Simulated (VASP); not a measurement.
Wanted: the native input for a VASP 6.6.1 run.

```
Task                   : single point
Functional             : PBE
Potentials or basis    : VASP PAW PBE potentials, release 64 (Nb_sv, P)
Cutoff                 : 520 eV
k mesh                 : 18 × 18 × 18
Occupations            : gaussian, width 0.1 eV
Spin                   : no spin polarisation
Further INCAR settings : ALGO = Normal; EDIFF = 1e-07; NBANDS = 26
```

The structure of NbP lies in POSCAR:

```
NbP
1.0
   -1.6749232500      1.6749232500      5.7401081800
    1.6749232500     -1.6749232500      5.7401081800
    1.6749232500      1.6749232500     -5.7401081800
Nb P
2 2
Direct
    0.7498808000      0.7498808000      0.0000000000
    0.4998808000      0.9998808000      0.5000000000
    0.3327477700      0.3327477700      0.0000000000
    0.0827477800      0.5827477800      0.5000000000
```

The cell is a database's computed one.

These files were run (other wordings do the same):

INCAR

```
SYSTEM = NbP
PREC = Accurate
ENCUT = 520
EDIFF = 1E-7
ISMEAR = 0
SIGMA = 0.1
LREAL = .False.
LASPH = .True.
NELM = 80
ALGO = Normal
ISIF = 2
LWAVE = .False.
LCHARG = .False.
GGA = PE
NBANDS = 26
```

KPOINTS

```
Automatic mesh
0
Gamma
  18 18 18
  0 0 0
```

Potentials or basis: VASP PAW PBE potentials, release 64 (Nb_sv, P).

Launch:

```console
$ cat potpaw_PBE.64/Nb_sv/POTCAR potpaw_PBE.64/P/POTCAR > POTCAR
$ mpirun -np 1 vasp_std > vasp.out
```

It gave:

- Pressure: -1.5 GPa
- Largest force: 0.013 eV/Å
- Band gap on the k mesh: none (metal or under the smearing width)

Wall time 26 min on 1 thread of Intel(R) Xeon(R) Platinum 8259CL CPU @ 2.50GHz (Skylake/Cascade Lake), with other jobs on the host, peak memory 0.83 GiB.
